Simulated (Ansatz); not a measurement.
Reaction (substitution at a C–C bond): `C=CC(F)(F)F` + CH₃NH₂ → `C=CNC` + `FC(F)F`

Isolated molecules relaxed with PBE0-D4/def2-TZVP in Ansatz; ΔE leaves out vibrations. CBS: MP2 limit from def2 TZ/QZ plus the TZ coupled-cluster correction, frozen cores. This one scheme is used for every species. DFT in def2-TZVPP. Each species was taken in one conformer, which may not be the lowest.

```json
{"level": "PBE-D4", "ΔE (kJ/mol)": "-1.0", "difference from CCSD(T)/CBS": "-15.7"}
{"level": "revPBE-D4", "ΔE (kJ/mol)": "-1.9", "difference from CCSD(T)/CBS": "-16.6"}
{"level": "r2SCAN-D4", "ΔE (kJ/mol)": "5.2", "difference from CCSD(T)/CBS": "-9.5"}
{"level": "B97M-V", "ΔE (kJ/mol)": "10.8", "difference from CCSD(T)/CBS": "-3.9"}
{"level": "r2SCAN0-D4", "ΔE (kJ/mol)": "6.3", "difference from CCSD(T)/CBS": "-8.4"}
{"level": "BHLYP-D4", "ΔE (kJ/mol)": "7.1", "difference from CCSD(T)/CBS": "-7.6"}
{"level": "CAM-B3LYP-D4", "ΔE (kJ/mol)": "6.6", "difference from CCSD(T)/CBS": "-8.1"}
{"level": "PBE-QIDH", "ΔE (kJ/mol)": "6.0", "difference from CCSD(T)/CBS": "-8.7"}
{"level": "r2SCAN", "ΔE (kJ/mol)": "5.3", "difference from CCSD(T)/CBS": "-9.4"}
{"level": "r2SCANh", "ΔE (kJ/mol)": "5.8", "difference from CCSD(T)/CBS": "-8.9"}
{"level": "r2SCAN0", "ΔE (kJ/mol)": "6.4", "difference from CCSD(T)/CBS": "-8.3"}
{"level": "BHLYP", "ΔE (kJ/mol)": "7.3", "difference from CCSD(T)/CBS": "-7.4"}
{"level": "CCSD/def2-SVP", "ΔE (kJ/mol)": "10.6", "difference from CCSD(T)/CBS": "-4.1"}
{"level": "MP2/def2-TZVPP", "ΔE (kJ/mol)": "7.8", "difference from CCSD(T)/CBS": "-6.9"}
{"level": "SCS-MP2/def2-QZVPP", "ΔE (kJ/mol)": "10.6", "difference from CCSD(T)/CBS": "-4.1"}
{"level": "MP2/CBS(def2)", "ΔE (kJ/mol)": "9.4", "difference from CCSD(T)/CBS": "-5.3"}
{"level": "CCSD(T)/CBS", "ΔE (kJ/mol)": "14.7", "difference from CCSD(T)/CBS": "0"}
```

Largest T1 diagnostic among the species: 0.012.

At CCSD(T), def2-SVP lies −4.6 kJ/mol from the extrapolated value and def2-TZVPP −1.6 kJ/mol. From BLYP to BHLYP (50 % exact exchange), in def2-TZVPP and without D4, ΔE moves by +6.9 kJ/mol. Leaving LDA and LC-ωPBE aside and taking each functional with its dispersion term where it has one, the values, not all of them listed here, spread over 14.4 kJ/mol, from revPBE-D4 to ωB97M-V.

CCSD(T)/CBS has its own doubt, a few kJ/mol and more with outer-core shells, so smaller differences from it don't rank the levels.
